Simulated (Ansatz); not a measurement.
# Sc (P6_3/mmc) in Ansatz: notebook

Runs on Sc. Level: r2SCAN. Tasks: single point, equation of state.

Program: Ansatz 0.2.0. These are calculated values, not measurements. Logs are shortened: lines on timing, memory, paths and dates and some standing lists are left out, and cuts for length are marked.

## Step 1: Starting point

Symmetry: P6_3/mmc, No. 194, hexagonal system. The conventional cell has a = 3.309 Å, b = 3.309 Å, c = 5.273 Å, α = 90.00°, β = 90.00°, γ = 120.00°. Around Sc (site symmetry -6m2) lie 12 Sc at 3.26 to 3.31 Å.

## Step 2: Single point, r2SCAN, 23.50 Å³/atom (volume scaled by 0.94)

input.yaml

```yaml
crystal:
  lattice:
    - [3.2414504337, 0.0, 0.0]
    - [-1.6207252169, 2.8071784207, 0.0]
    - [0.0, 0.0, 5.1656514271]
  atoms:
    - { symbol: Sc, position: [0.6666666667, 0.3333333333, 0.75] }
    - { symbol: Sc, position: [0.3333333333, 0.6666666667, 0.25] }
hamiltonian:
  xc: r2scan
  pseudopotentials: { kind: paw }
kpoints:
  mp_grid: { grid: [9, 9, 5] }
scf:
  occupations: { method: fermi_dirac, width: 0.05 }
output:
  forces: true
  stress: true
  eigenvalues: true
```

Potentials or basis: Ansatz PAW.

Launch:

```sh
> ansatz run input.yaml --threads 2 --pin off --max-ram 5632MiB --backend cpu --events-out ev --progress --plain --runs-dir out
```

Log:

```text
Warning: RAYON_NUM_THREADS=2 ignored (pool sized by the plan → 2); use --threads N
Engine: ansatz 0.2.0, aarch64-unknown-linux-gnu
Pseudopotentials: kind: paw
Pseudopotential: Sc, paw, valence charge 11, recommended cutoff 500 eV (meta_gga), Sc.paw.azcp
Functional definition: r2SCAN
  parameter k0 = 0.174
  parameter k1 = 0.065
  parameter a1 = 4.9479
  exchange = r2scan_x(k0 = k0, k1 = k1, a1 = a1)
  correlation = r2scan_c
Crystal: 2 atoms, lattice volume = 47.004 Å³
Basis set: ecut = 500 eV, 1177 PW (Γ), exchange–correlation on 96×96×160 points (64 copies of the dense FFT grid, shifted against one another)
Bands: 15, of which v1, the nominal top of the filled ones, is band 11 counted from 1 (10 counted from 0)
Symmetry: 24 space group operations
Space group: P63/mmc (ITA 194), of the structure as read, at distance tolerance 3.6e-5 Å
k-points: 36 of 405
Non-local potential: Sc, projectors of the file, l = 0: 3, l = 1: 2, l = 2: 3, l = 3: 1
PAW form: soft (Blöchl's): semilocal exchange-correlation on the pseudo side does not see the compensation charge
PAW frozen core: Sc, regenerated for the run's functional (the file was generated under x = pbe(κ = 0.804, μ = 0.2195149727645171), c = pbe(β = 0.06672455060314922))
PAW one-centre angular grid: Sc, 590 points (default); XC on 160 Gauss nodes
Initial density: superposition of atomic densities (neutral atoms: chi_scale 0, normalization atom), corrected by the library's trained network
Initial wavefunctions: pseudopotential atomic-orbital guess
Functional: x = r2scan, c = r2scan; τ floored in thin density (d = 2e-4 eV/Å³)
SCF iter   1: F=—  HF=-4281.087469 eV  |F-HF|=—  |Δ(HF+E_count)|=         —  Δρ=1.11e-2  dr2=5.71e-2  dr2_τ=6.50e-3  ethr=1.77e-3  ⟨swp⟩=4.0  Hψ=2378  notcnv=0
preconditioner: auto → none  [metal: Δε(μ)=0.022 eV  Ē_g=2.870 eV  σ=0.050 eV  W_gap=0.11  n_scr=8 (ndim 8)  ℏωp=13.3 eV  f_vac=0.000  D(μ)=3.81/eV (n_scr^D=36)  sad-step TF]
SCF iter   2: F=—  HF=-4281.125825 eV  |F-HF|=—  |Δ(HF+E_count)|=   3.84e-2  Δρ=5.09e-3  dr2=1.39e-2  dr2_τ=3.73e-4  ethr=2.60e-4  ⟨swp⟩=2.7  Hψ=1276  notcnv=0
SCF iter   3: F=—  HF=-4281.123057 eV  |F-HF|=—  |Δ(HF+E_count)|=   2.77e-3  Δρ=6.57e-4  dr2=1.17e-4  dr2_τ=4.20e-5  ethr=6.34e-5  ⟨swp⟩=2.8  Hψ=1030  notcnv=0
SCF iter   4: F=—  HF=-4281.123217 eV  |F-HF|=—  |Δ(HF+E_count)|=   1.60e-4  Δρ=1.66e-4  dr2=6.35e-6  dr2_τ=6.87e-7  ethr=5.31e-7  ⟨swp⟩=2.2  Hψ=896  notcnv=0
SCF iter   5: F=—  HF=-4281.123227 eV  |F-HF|=—  |Δ(HF+E_count)|=   1.02e-5  Δρ=3.00e-5  dr2=1.72e-7  dr2_τ=2.54e-8  ethr=2.89e-8  ⟨swp⟩=3.0  Hψ=896  notcnv=0
SCF iter   6: F=-4281.123228 eV  HF=-4281.123228 eV  |F-HF|=6.06e-9  |Δ(HF+E_count)|=   3.00e-7  Δρ=4.12e-6  dr2=8.94e-9  dr2_τ=3.96e-10  ethr=4.55e-10  ⟨swp⟩=4.2  Hψ=1694  notcnv=0
SCF 1 converged in 6 iterations: F = -4281.123228 eV  dr2 = 8.94e-9
SCF converged after 6 iterations
Free energy (F): -4281.123228 eV
Harris-Foulkes:  -4281.123228 eV  (|F-HF|=6.06e-9)
Internal energy: -4281.091156 eV  (E = F + TS)
E sigma→0 (E₀):  -4281.107192 eV
Entropy (-TS):   -0.032072 eV (-16.036 meV/atom)
Fermi energy:    9.843235 eV
--- Per-component energies (eV) ---
  E_band       = -345.456482
  E_kinetic    = 521.950785
  E_local      = -1639.288723  (includes V_loc(G=0)·N_el)
  E_nonlocal   = 164.200652
  E_hartree    = 557.649581
  E_xc         = -200.356100
  E_vxc        = -283.191813  (∫ρ·V_xc dr)
  E_paw        = -1928.122663  (= ΣΔE_a)
  E_vpaw       = -243.070833  (= ΣTr[D̂ρ^β])
  E_aug_tail   = 0.000010  (compensation charges beyond the density's cutoff)
  E_vtau       = 18.640036  (kinetic-family band-sum trace: ∫τ·v_τ [+ j·A + Jᵃ·Aᵃ] dr)
  E_ewald      = -1756.647714
  E_core_change = -0.476984  (= ΣΔE_core)
  E_smearing   = -0.032072  (= −TS)
  E_closure    = 0.000000  (closes the sum)
  Σ components = -4281.123228   (vs F -4281.123228, Δ=0.00e0)
--- Forces (eV/Å), atoms counted from 1 ---
  atom   1  Sc     0.00000000     0.00000000     0.00000000
  atom   2  Sc    -0.00000000    -0.00000000     0.00000000
  max |Σ_I F_I| component: 2.78e-17 eV/Å
--- Stress (GPa, compression-positive) ---
        4.367794      -0.000000       0.000000
       -0.000000       4.367794       0.000000
        0.000000       0.000000       2.386002
  P = ⅓ Tr σ = 3.7072 GPa (37.072 kbar)
--- Band table (eV; the first three rows and the last of 36) ---
  k-point 0: bands = ["-41.5809", "-41.4985", "-19.4571", "-19.0382", "-19.0382", "-18.9690", "-18.9690", "-18.9545", "4.2649", "8.0538", "10.2314", "11.7281", "11.7281", "11.8720", "12.2082"]
  k-point 1: bands = ["-41.5730", "-41.5064", "-19.4108", "-19.0316", "-19.0316", "-19.0042", "-18.9756", "-18.9756", "4.5491", "7.5946", "10.2769", "11.6389", "11.6389", "11.6730", "12.0553"]
  k-point 2: bands = ["-41.5526", "-41.5271", "-19.2879", "-19.1327", "-19.0144", "-19.0144", "-18.9930", "-18.9930", "5.3500", "6.4931", "10.6144", "11.1720", "11.6119", "11.6119", "11.7781"]
  k-point 35: bands = ["-41.4889", "-41.4889", "-19.3430", "-19.3430", "-19.2602", "-19.2109", "-19.0460", "-19.0460", "9.3301", "9.4008", "9.6430", "9.6430", "10.2824", "10.2824", "12.3598"]
```

It took 2.1 s on 2 threads of Arm Neoverse V1, shared host; peak memory 0.41 GiB.

Results:

```yaml
Free_energy: -4281.1232 eV
Pressure: 3.7 GPa
Band_gap_on_the_k_mesh: none (metal or under the smearing width)
```

Caveat: the PAW data sets come from PBE, with cores solved anew for the run's functional, which leaves a small shift of forces and pressure.

## Step 3: Single point, r2SCAN, 24.00 Å³/atom (volume scaled by 0.96)

Edit input.yaml of step 2 so:

```diff
@@ -2,5 +2,5 @@
   lattice:
-    - [3.2414504337, 0.0, 0.0]
-    - [-1.6207252169, 2.8071784207, 0.0]
-    - [0.0, 0.0, 5.1656514271]
+    - [3.2642783016, 0.0, 0.0]
+    - [-1.6321391508, 2.8269479342, 0.0]
+    - [0.0, 0.0, 5.2020304526]
   atoms:
```

Potentials or basis: Ansatz PAW.

Launch:

```sh
> ansatz run input.yaml --threads 2 --pin off --max-ram 5632MiB --backend cpu --events-out ev --progress --plain --runs-dir out
```

Run time: 2.1 s. Hardware: 2 threads of Arm Neoverse V1, shared host; peak memory 0.41 GiB.

Results (log left out):

* Free energy: -4281.1420 eV
* Pressure: 2.3 GPa
* Band gap on the k mesh: none (metal or under the smearing width)

Caveat: the PAW data sets come from PBE, with cores solved anew for the run's functional, which leaves a small shift of forces and pressure.

## Step 4: Single point, r2SCAN, 24.50 Å³/atom (volume scaled by 0.98)

Edit input.yaml of step 3 so:

```diff
@@ -2,5 +2,5 @@
   lattice:
-    - [3.2642783016, 0.0, 0.0]
-    - [-1.6321391508, 2.8269479342, 0.0]
-    - [0.0, 0.0, 5.2020304526]
+    - [3.2867912771, 0.0, 0.0]
+    - [-1.6433956386, 2.8464447429, 0.0]
+    - [0.0, 0.0, 5.2379076584]
   atoms:
@@ -19 +19,5 @@
   eigenvalues: true
+  write_density: true
+  write_potential: true
+  elf: true
+  volumetric_format: npy
```

Launch:

```sh
> ansatz run input.yaml --threads 2 --pin off --max-ram 5632MiB --backend cpu --events-out ev --progress --plain --runs-dir out
```

Run time: 2.7 s. Hardware: 2 threads of Arm Neoverse V1, shared host; peak memory 0.42 GiB.

Results (log left out):

```yaml
Free_energy: -4281.1526 eV
Pressure: 1.1 GPa
Band_gap_on_the_k_mesh: none (metal or under the smearing width)
```

Caveat: the PAW data sets come from PBE, with cores solved anew for the run's functional, which leaves a small shift of forces and pressure.

## Step 5: Single point, r2SCAN, 25.00 Å³/atom

Edit input.yaml of step 4 so:

```diff
@@ -2,5 +2,5 @@
   lattice:
-    - [3.2867912771, 0.0, 0.0]
-    - [-1.6433956386, 2.8464447429, 0.0]
-    - [0.0, 0.0, 5.2379076584]
+    - [3.309, 0.0, 0.0]
+    - [-1.6545, 2.8656780611, 0.0]
+    - [0.0, 0.0, 5.2733]
   atoms:
```

Launch:

```sh
> ansatz run input.yaml --threads 2 --pin off --max-ram 5632MiB --backend cpu --events-out ev --progress --plain --runs-dir out
```

Wall time 2.8 s (2 threads of Arm Neoverse V1, shared host); peak memory 0.43 GiB.

Results (log left out):

| Item | Value |
| --- | --- |
| Free energy | -4281.1557 eV |
| Pressure | -0.1 GPa |
| Band gap on the k mesh | none (metal or under the smearing width) |

Caveat: the PAW data sets come from PBE, with cores solved anew for the run's functional, which leaves a small shift of forces and pressure.

## Step 6: Single point, r2SCAN, 25.50 Å³/atom (volume scaled by 1.02)

Edit input.yaml of step 5 so:

```diff
@@ -2,5 +2,5 @@
   lattice:
-    - [3.309, 0.0, 0.0]
-    - [-1.6545, 2.8656780611, 0.0]
-    - [0.0, 0.0, 5.2733]
+    - [3.3309145459, 0.0, 0.0]
+    - [-1.665457273, 2.8846566146, 0.0]
+    - [0.0, 0.0, 5.3082235343]
   atoms:
@@ -19,5 +19 @@
   eigenvalues: true
-  write_density: true
-  write_potential: true
-  elf: true
-  volumetric_format: npy
```

Potentials or basis: Ansatz PAW.

Launch:

```sh
> ansatz run input.yaml --threads 2 --pin off --max-ram 5632MiB --backend cpu --events-out ev --progress --plain --runs-dir out
```

Wall time 2.4 s (2 threads of Arm Neoverse V1, shared host); peak memory 0.43 GiB.

The run converged. Its results:

* Free energy: -4281.1519 eV
* Pressure: -1.1 GPa
* Band gap on the k mesh: none (metal or under the smearing width)

Caveat: the PAW data sets come from PBE, with cores solved anew for the run's functional, which leaves a small shift of forces and pressure.

## Step 7: Single point, r2SCAN, 26.00 Å³/atom (volume scaled by 1.04)

Edit input.yaml of step 6 so:

```diff
@@ -2,5 +2,5 @@
   lattice:
-    - [3.3309145459, 0.0, 0.0]
-    - [-1.665457273, 2.8846566146, 0.0]
-    - [0.0, 0.0, 5.3082235343]
+    - [3.3525444672, 0.0, 0.0]
+    - [-1.6762722336, 2.9033886759, 0.0]
+    - [0.0, 0.0, 5.3426934842]
   atoms:
@@ -19 +19,5 @@
   eigenvalues: true
+  write_density: true
+  write_potential: true
+  elf: true
+  volumetric_format: npy
```

Launch:

```sh
> ansatz run input.yaml --threads 2 --pin off --max-ram 5632MiB --backend cpu --events-out ev --progress --plain --runs-dir out
```

Wall time 2.9 s (2 threads of Arm Neoverse V1, shared host); peak memory 0.44 GiB.

The run converged. Its results:

* Free energy: -4281.1418 eV
* Pressure: -2.1 GPa
* Band gap on the k mesh: none (metal or under the smearing width)

Caveat: the PAW data sets come from PBE, with cores solved anew for the run's functional, which leaves a small shift of forces and pressure.

## Step 8: Single point, r2SCAN, 26.50 Å³/atom (volume scaled by 1.06)

Edit input.yaml of step 7 so:

```diff
@@ -2,5 +2,5 @@
   lattice:
-    - [3.3525444672, 0.0, 0.0]
-    - [-1.6762722336, 2.9033886759, 0.0]
-    - [0.0, 0.0, 5.3426934842]
+    - [3.3738988294, 0.0, 0.0]
+    - [-1.6869494147, 2.921882096, 0.0]
+    - [0.0, 0.0, 5.3767242965]
   atoms:
@@ -19,5 +19 @@
   eigenvalues: true
-  write_density: true
-  write_potential: true
-  elf: true
-  volumetric_format: npy
```

Launch:

```sh
> ansatz run input.yaml --threads 2 --pin off --max-ram 5632MiB --backend cpu --events-out ev --progress --plain --runs-dir out
```

It took 2.4 s on 2 threads of Arm Neoverse V1, shared host; peak memory 0.43 GiB.

Results (log left out):

```yaml
Free_energy: -4281.1258 eV
Pressure: -3.0 GPa
Band_gap_on_the_k_mesh: none (metal or under the smearing width)
```

Caveat: the PAW data sets come from PBE, with cores solved anew for the run's functional, which leaves a small shift of forces and pressure.

## Step 9: Equation of state, r2SCAN

Potentials or basis: Ansatz PAW.

No new run: the results of the series are fitted here.

Results:

```
Equilibrium volume                        : 24.97 Å³/atom
Bulk modulus at fixed shape and positions : 55 GPa
Pressure derivative of the bulk modulus   : 3.3
```

Energy against volume, from the lowest point:
```csv
volume (Å³/atom),energy (meV/atom)
23.502,16.25
24.002,6.85
24.502,1.55
25.002,0.00
25.502,1.91
26.002,6.99
26.502,14.96
```

Caveat: the cell was scaled at fixed shape and fractional positions, which overstates the stiffness of a crystal with free parameters, most of all of layers and chains; the PAW data sets were made with another functional, which shifts forces and pressure a little.
